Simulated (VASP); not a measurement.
# Os (Im-3m) in VASP: single point with r2SCAN

Aim: the single point of Os with r2SCAN.

All numbers are computed with VASP 6.6.1; they aren't measurements. Logs are shortened: lines on timing, memory, paths and dates and some standing lists are left out, and cuts for length are marked.

### 1 The crystal as given

It takes space group Im-3m (No. 229, cubic). Conventional cell: a = 3.062 Å, b = 3.062 Å, c = 3.062 Å, α = 90.00°, β = 90.00°, γ = 90.00°. Os (site symmetry m-3m) has 8 Os at 2.65 Å as nearest neighbours.

This isn't the form of Os at room conditions, which is hcp.

### 2 Single point, r2SCAN

POSCAR

```
Os
1.0
   -1.5309459034      1.5309459034      1.5309459034
    1.5309459034     -1.5309459034      1.5309459034
    1.5309459034      1.5309459034     -1.5309459034
Os
1
Direct
    0.0000000000      0.0000000000      0.0000000000
```

INCAR.step1

```
SYSTEM = Os
ALGO     = Normal         ! electronic algorithm
EDIFF    = 1E-4           ! SCF threshold, eV
ENCUT    = 520            ! plane-wave cutoff, eV
GGA      = PE             ! functional
ISMEAR   = 0              ! smearing method
LASPH    = .True.         ! aspherical terms in the spheres
LCHARG   = .False.        ! write CHGCAR
LREAL    = .False.        ! projectors in reciprocal space
LWAVE    = .True.         ! write WAVECAR
NBANDS   = 10             ! bands
NELM     = 100            ! most SCF steps
PREC     = Accurate       ! precision mode
SIGMA    = 0.1            ! smearing width, eV
```

INCAR.step2

```
SYSTEM = Os
ALGO     = Normal         ! electronic algorithm
EDIFF    = 1E-6           ! SCF threshold, eV
ENCUT    = 520            ! plane-wave cutoff, eV
ISIF     = 2              ! what is computed and relaxed
ISMEAR   = 0              ! smearing method
ISTART   = 1            
LASPH    = .True.         ! aspherical terms in the spheres
LCHARG   = .False.        ! write CHGCAR
LMIXTAU  = .True.       
LREAL    = .False.        ! projectors in reciprocal space
LWAVE    = .False.        ! write WAVECAR
METAGGA  = R2SCAN         ! meta-GGA
NBANDS   = 10             ! bands
NELM     = 100            ! most SCF steps
PREC     = Accurate       ! precision mode
SIGMA    = 0.1            ! smearing width, eV
```

KPOINTS

```
k-points
0
Gamma
  20 20 20
  0 0 0
```

Potentials or basis: VASP PAW PBE potentials, release 64 (Os).

On the command line:

```console
cat potpaw_PBE.64/Os/POTCAR > POTCAR
cp INCAR.step1 INCAR
mpirun -np 1 vasp_std > vasp.out
cp INCAR.step2 INCAR
mpirun -np 1 vasp_std > vasp.out
```

OUTCAR:

```text
SYSTEM = Os
   EDIFF = 1E-6
   ENCUT = 520
   ISIF = 2
   ISMEAR = 0
   ISTART = 1
   LASPH = .True.
   LREAL = .False.
   METAGGA = R2SCAN
   NELM = 100
   PREC = Accurate

 ion  position               nearest neighbor table
   1  0.000  0.000  0.000-

  LATTYP: Found a body centered cubic cell.
 ALAT       =     3.0618918068

  Lattice vectors:

 A1 = (  -1.5309459034,   1.5309459034,   1.5309459034)
 A2 = (   1.5309459034,  -1.5309459034,   1.5309459034)
 A3 = (   1.5309459034,   1.5309459034,  -1.5309459034)

Analysis of symmetry for initial positions (statically):
=====================================================================
 Subroutine PRICEL returns:
 Original cell was already a primitive cell.

 Routine SETGRP: Setting up the symmetry group for a
 body centered cubic supercell.

 Subroutine GETGRP returns: Found 48 space group operations
 (whereof 48 operations were pure point group operations)
 out of a pool of 48 trial point group operations.

The static configuration has the point symmetry O_h .

Analysis of symmetry for dynamics (positions and initial velocities):
=====================================================================
 Subroutine PRICEL returns:
 Original cell was already a primitive cell.

 Routine SETGRP: Setting up the symmetry group for a
 body centered cubic supercell.

 Subroutine GETGRP returns: Found 48 space group operations
 (whereof 48 operations were pure point group operations)
 out of a pool of 48 trial point group operations.

The dynamic configuration has the point symmetry O_h .

 Subroutine INISYM returns: Found 48 space group operations
 (whereof 48 operations are pure point group operations),
 and found     1 'primitive' translations

----------------------------------------------------------------------------------------

                                     Primitive cell

  volume of cell :      14.3529

  direct lattice vectors                    reciprocal lattice vectors
    -1.530945903  1.530945903  1.530945903     0.000000000  0.326595472  0.326595472
     1.530945903 -1.530945903  1.530945903     0.326595472  0.000000000  0.326595472
     1.530945903  1.530945903 -1.530945903     0.326595472  0.326595472  0.000000000

  length of vectors
     2.651676088  2.651676088  2.651676088     0.461875746  0.461875746  0.461875746

  position of ions in fractional coordinates (direct lattice)
     0.000000000  0.000000000  0.000000000

  ion indices of the primitive-cell ions
   primitive index   ion index
                 1           1

----------------------------------------------------------------------------------------

 KPOINTS: k-points

Automatic generation of k-mesh.
 Grid dimensions read from file:
 generate k-points for:   20   20   20

 Generating k-lattice:

  Cartesian coordinates                     Fractional coordinates (reciprocal lattice)
     0.000000000  0.016329774  0.016329774     0.050000000  0.000000000  0.000000000
     0.016329774  0.000000000  0.016329774     0.000000000  0.050000000  0.000000000
     0.016329774  0.016329774  0.000000000     0.000000000  0.000000000  0.050000000

  Length of vectors
     0.023093787  0.023093787  0.023093787

  Shift w.r.t. Gamma in fractional coordinates (k-lattice)
     0.000000000  0.000000000  0.000000000

 Subroutine IBZKPT returns following result:
 ===========================================

 Found    256 irreducible k-points:

 Following reciprocal coordinates:
            Coordinates               Weight
  0.000000  0.000000  0.000000      1.000000
  0.050000  0.000000  0.000000     12.000000
  0.100000  0.000000  0.000000     12.000000
  0.150000  0.000000  0.000000     12.000000
  0.200000  0.000000  0.000000     12.000000
  0.250000  0.000000  0.000000     12.000000
[... 16 lines left out ...]
  0.200000  0.100000  0.000000     48.000000
  0.250000  0.100000  0.000000     48.000000
 [... further k-points ...]
   k-points           NKPTS =    256   k-points in BZ     NKDIM =    256   number of bands    NBANDS=     10
   number of dos      NEDOS =    301   number of ions     NIONS =      1
   total plane-waves  NPLWV =   8000
   dimension x,y,z NGX =    20 NGY =   20 NGZ =   20
   dimension x,y,z NGXF=    40 NGYF=   40 NGZF=   40
   ions per type =               1
   NGX,Y,Z   is equivalent  to a cutoff of  12.54, 12.54, 12.54 a.u.
   NGXF,Y,Z  is equivalent  to a cutoff of  25.08, 25.08, 25.08 a.u.
 SYSTEM =  Os
   PREC   = accura    normal or accurate (medium, high low for compatibility)
   ISTART =      1    job   : 0-new  1-cont  2-samecut
   ICHARG =      0    charge: 1-file 2-atom 10-const
   ISPIN  =      1    spin polarized calculation?
   LNONCOLLINEAR =      F non collinear calculations
   LSORBIT =      F    spin-orbit coupling
   LASPH  =      T    aspherical Exc in radial PAW
   ENCUT  =  520.0 eV  38.22 Ry    6.18 a.u.   4.93  4.93  4.93*2*pi/ulx,y,z
   NELM   =    100;   NELMIN=  2; NELMDL=  0     # of ELM steps
   EDIFF  = 0.1E-05   stopping-criterion for ELM
   LREAL  =      F    real-space projection
[... 7 lines left out ...]
   TEBEG  =    0.0;   TEEND  =   0.0 temperature during run
   PSTRESS=    0.0 pullay stress
   NELECT =       8.0000    total number of electrons
   NUPDOWN=      -1.0000    fix difference up-down
   EMIN   =  10.00;   EMAX   =-10.00  energy-range for DOS
   EFERMI =   0.00;   METHOD = LEGACY
   ISMEAR =     0;   SIGMA  =   0.10  broadening in eV -4-tet -1-fermi 0-gaus
   EFERMI_NEDOS =   21; number of points for ismear=-14 and -15
   IALGO  =     38    algorithm
   IMIX   =      4    mixing-type and parameters
     AMIX     =   0.40;   BMIX     =  1.00
     AMIX_MAG =   1.60;   BMIX_MAG =  1.00
  volume/ion in A,a.u.               =      14.35        96.86
  Fermi-wavevector in a.u.,A,eV,Ry     =   1.347281  2.545993 24.696849  1.815167
  Thomas-Fermi vector in A             =   2.475045
   LORBIT       =      0    0 simple, 1 ext, 2 COOP (PROOUT), +10 PAW based schemes
   METAGGA = R2SCAN    functional components
   LHFCALC =     F    Hartree Fock is set to
   AEXX    =    0.0000 exact exchange contribution
   IVDW    =     0    specifies the selected vdW correction
   LEPSILON=     F    determine dielectric tensor
   LRPA    =     F    only Hartree local field effects (RPA)
 non-spin polarized calculation
 Gauss-broadening in eV      SIGMA  =   0.10
  energy-cutoff  :      520.00
  volume of cell :       14.35
 maximum number of plane-waves:       402
   NGX =  9   NGY =  9   NGZ =  9

 number of electron       8.0000001 magnetization

 Free energy of the ion-electron system (eV)
  ---------------------------------------------------
  ext. energy  EPLUGINS =         0.00000000
  ---------------------------------------------------
  free energy    TOTEN  =       -52.07851156 eV

  energy without entropy =      -52.07230507  energy(sigma->0) =      -52.07540831

 E-fermi :   9.1799     XC(G=0): -15.2107

 val. band max:        9.1721146153   @ k =   0.3500   0.1500   0.0500
 cond. band min:       9.1836677900   @ k =   0.1000   0.0000   0.0000
 fundamental gap:      0.0115531746
 Fermi energy:         9.1799234078

 k-point     1 :       0.0000    0.0000    0.0000
  band No.  band energies     occupation
      1      -2.3157      2.00000
      2       5.6038      2.00000
      3       5.6038      2.00000
      4       5.6038      2.00000
      5       9.1665      1.15052
      6       9.1665      1.15051
      7      26.2328      0.00000
      8      26.2328      0.00000
      9      26.2328      0.00000
     10      38.7138      0.00000

 k-point     2 :       0.0500    0.0000    0.0000
  band No.  band energies     occupation
      1      -2.1889      2.00000
      2       5.5384      2.00000
      3       5.5971      2.00000
      4       5.7210      2.00000
      5       9.0698      1.88076
      6       9.1701      1.11068
      7      26.3226      0.00000
      8      26.4402      0.00000
      9      26.4624      0.00000
     10      37.3518      0.00000

 k-point     3 :       0.1000    0.0000    0.0000
  band No.  band energies     occupation
      1      -1.8187      2.00000
      2       5.3531      2.00000
      3       5.5649      2.00000
      4       6.0690      2.00000
      5       8.8364      2.00000
      6       9.1837      0.95777
      7      26.5389      0.00000
      8      27.0407      0.00000
      9      27.0494      0.00000
     10      35.4648      0.00000

 k-point     4 :       0.1500    0.0000    0.0000
  band No.  band energies     occupation
      1      -1.2398      2.00000
      2       5.0770      2.00000
      3       5.4844      2.00000
      4       6.6363      2.00000
      5       8.6010      2.00000
      6       9.2144      0.62594
      7      26.6955      0.00000
      8      27.5964      0.00000
      9      28.0251      0.00000
     10      34.0333      0.00000
[... 222 lines left out ...]
 k-point    22 :       0.1500    0.1000    0.0000
  band No.  band energies     occupation
      1      -0.1990      2.00000
      2       4.7791      2.00000
      3       5.0354      2.00000
      4       7.8857      2.00000
      5       8.2674      2.00000
      6       9.4512      0.00012
      7      26.8771      0.00000
      8      27.3080      0.00000
      9      28.9062      0.00000
     10      32.7827      0.00000

 k-point    23 :       0.2000    0.1000    0.0000
  band No.  band energies     occupation
      1       0.5334      2.00000
      2       4.4494      2.00000
      3       4.9665      2.00000
      4       8.2755      2.00000
      5       8.8860      1.99997
      6       9.5770      0.00000
      7      25.6397      0.00000
      8      26.5724      0.00000
      9      29.9976      0.00000
     10      31.7788      0.00000

 k-point    24 :       0.2500    0.1000    0.0000
  band No.  band energies     occupation
      1       1.1084      2.00000
      2       4.1379      2.00000
      3       5.1681      2.00000
      4       8.4401      2.00000
      5       9.6562      0.00000
      6      10.0340      0.00000
      7      23.9939      0.00000
      8      25.4110      0.00000
      9      30.2828      0.00000
     10      31.5518      0.00000

 [... further k-points ...]

------------------------ aborting loop because EDIFF is reached ----------------------------------------

  FORCE on cell =-STRESS in cart. coord.  units (eV):
  Direction    XX          YY          ZZ          XY          YZ          ZX
  --------------------------------------------------------------------------------------
  -------------------------------------------------------------------------------------
  Total        0.4161298      0.4161298      0.4161298      0.0000000     -0.0000000      0.0000000
  in kB       46.4515142     46.4515142     46.4515142      0.0000000     -0.0000000      0.0000000
  external PRESSURE =      46.4515142 kB  Pullay stress =       0.0000000 kB

 VOLUME and BASIS-vectors are now :
 -----------------------------------------------------------------------------
  energy-cutoff  :      520.00
  volume of cell :       14.35
      direct lattice vectors                 reciprocal lattice vectors
    -1.530945903  1.530945903  1.530945903     0.000000000  0.326595472  0.326595472
     1.530945903 -1.530945903  1.530945903     0.326595472  0.000000000  0.326595472
     1.530945903  1.530945903 -1.530945903     0.326595472  0.326595472  0.000000000

 POSITION                                       TOTAL-FORCE (eV/Angst)
 -----------------------------------------------------------------------------------
      0.00000      0.00000      0.00000         0.000000     -0.000000      0.000000
 -----------------------------------------------------------------------------------
    total drift:                                0.000000      0.000000      0.000000

  FREE ENERGIE OF THE ION-ELECTRON SYSTEM (eV)
  ---------------------------------------------------
  free  energy   TOTEN  =       -52.0785115592 eV

  energy  without entropy=      -52.0723050680  energy(sigma->0) =      -52.07540831
```

Wall time 2.2 min (1 thread of Intel Xeon Platinum 8175M at 2.50GHz (Skylake/Cascade Lake), shared host); peak memory 0.16 GiB.

Results:

| Property | Result |
| --- | --- |
| Free energy | -52.0785 eV |
| Pressure | 4.6 GPa |
| Band gap on the k mesh | none (metal or under the smearing width) |

Caveat: the PAW data sets were made with another functional, which shifts forces and pressure a little. Spin-orbit coupling is left out, which matters for the levels of Os.
